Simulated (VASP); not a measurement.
# Bi2Se3 (Paraguanajuatite) under changes of volume

One of the cells (28.946 Å³/atom); the others are scaled copies at fixed shape and fractional positions:

```
CELL_PARAMETERS angstrom
2.08522 1.20390 9.60855
-2.08522 1.20390 9.60855
0.00000 -2.40780 9.60855
ATOMIC_POSITIONS crystal
Bi 0.59920 0.59920 0.59920
Bi 0.40080 0.40080 0.40080
Se 0.78830 0.78830 0.78830
Se 0.21170 0.21170 0.21170
Se 0.00000 0.00000 0.00000
```

* Program: VASP 6.6.1
* Functional: PBEsol
* Potentials or basis: VASP PAW PBE potentials, release 64 (Bi_d, Se)
* Cutoff: 520 eV
* k mesh: 8 × 8 × 8
* Occupations: fermi-dirac, width 0.05 eV
* Spin: no spin polarisation

```csv
volume (Å³/atom),energy over the lowest point (meV/atom),pressure (GPa),gap on the mesh (eV),largest force (eV/Å)
26.675,18.50,4.2,0.08,0.602
27.243,6.47,2.5,0.10,0.414
27.810,0.00,1.1,0.12,0.240
28.946,1.47,-1.5,0.15,0.107
29.513,8.42,-2.5,0.17,0.212
30.081,?,?,?,?
```

Task: What does the run at 30.081 Å³/atom give?

Result: Energy over the lowest point 18.96 meV/atom; pressure -3.5 GPa; gap on the mesh 0.18 eV; largest force 0.342 eV/Å.

Worked out: A Birch-Murnaghan fit of order 3 (a polynomial in V^(-2/3)) to the other rows has its minimum at 28.28 Å³/atom with B0 = V·E''(V) = 64 GPa and B' = 4.5 at fixed shape and positions, which overstates the stiffness. It gives 18.97 meV/atom at 30.081 Å³/atom, against the run's 18.96, and -dE/dV = -3.4 GPa, against -3.5.

Energies are extrapolated to zero smearing.

Caveats: the PAW data sets were made with another functional, which shifts forces and pressure a little; spin-orbit coupling is left out, which as a rule narrows the gap of such compounds by several tenths of an eV.

A mesh can miss the band edges.
